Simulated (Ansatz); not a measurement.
# Co: the order of phases at one pressure

Which of hcp, beta tin, omega, sc has the lowest enthalpy for Co at one common pressure? Methods of the runs shown: PAW.

Program: Ansatz 0.2.0. Level of theory: DFT, PBE, PAW with Ansatz's default frozen-core files, scalar-relativistic. These are calculated values, not measurements.

## 1. The starting structure

It takes space group P6_3/mmc (No. 194, hexagonal). Conventional cell: a = 2.491 Å, b = 2.491 Å, c = 4.036 Å, α = 90.00°, β = 90.00°, γ = 120.00°. Co (site symmetry -6m2) is surrounded by 12 Co at 2.48 to 2.49 Å.

Coordinates:

```
CELL_PARAMETERS angstrom
2.49110 0.00000 0.00000
-1.24555 2.15736 0.00000
0.00000 0.00000 4.03558
ATOMIC_POSITIONS crystal
Co 0.33333 0.66667 0.25000
Co 0.66667 0.33333 0.75000
```

Atoms are numbered in the order of the input: Co1, Co2.

## 2. Cell relaxed at zero pressure, PAW

The input, input.yaml:

```yaml
crystal:
  lattice:
    - [2.4911007134, 0.0, 0.0]
    - [-1.2455503567, 2.1573565012, 0.0]
    - [0.0, 0.0, 4.0355831558]
  atoms:
    - { symbol: Co, position: [0.3333333333, 0.6666666667, 0.25], spin: 1.7 }
    - { symbol: Co, position: [0.6666666667, 0.3333333333, 0.75], spin: 1.7 }
magnetization:
  spin_polarized: true
kpoints:
  mp_grid: { grid: [18, 18, 10] }
scf:
  occupations: { method: fermi_dirac, width: 0.1 }
hamiltonian:
  xc: pbe
  pseudopotentials: { kind: paw }
output:
  forces: true
  stress: true
  write_density: true
  write_potential: true
  elf: true
  volumetric_format: npy
relax:
  f_tol: 0.005
  max_steps: 40
  cell: {}
```

Launch:

```bash
ansatz run input.yaml --threads 2 --pin off --max-ram 7168MiB --backend cpu --events-out ev --progress --plain --runs-dir out
```

Further steps of the session: Volume scaled by 0.972, to set the pressure, PAW; Hcp relaxed under pressure, PAW; Beta tin relaxed under pressure, PAW; Omega relaxed under pressure, PAW; Sc relaxed under pressure, PAW.

Before running it: what results should come out? Wanted: pressure; lowest.

The runs gave:

| quantity | value |
| --- | --- |
| pressure | 6.5 GPa |
| lowest (PAW) | hcp, 91.5 meV/atom under omega |

By PAW the order is hcp < omega < beta tin < sc. Only these structures were tried, with electrons smeared by 0.1 eV and without vibrations, so the true ground state may be another. The k meshes differ between phases and weren't tested, which can move differences by some meV. The magnetic state is the one reached from the start moments in this cell; it needn't be the ground state.
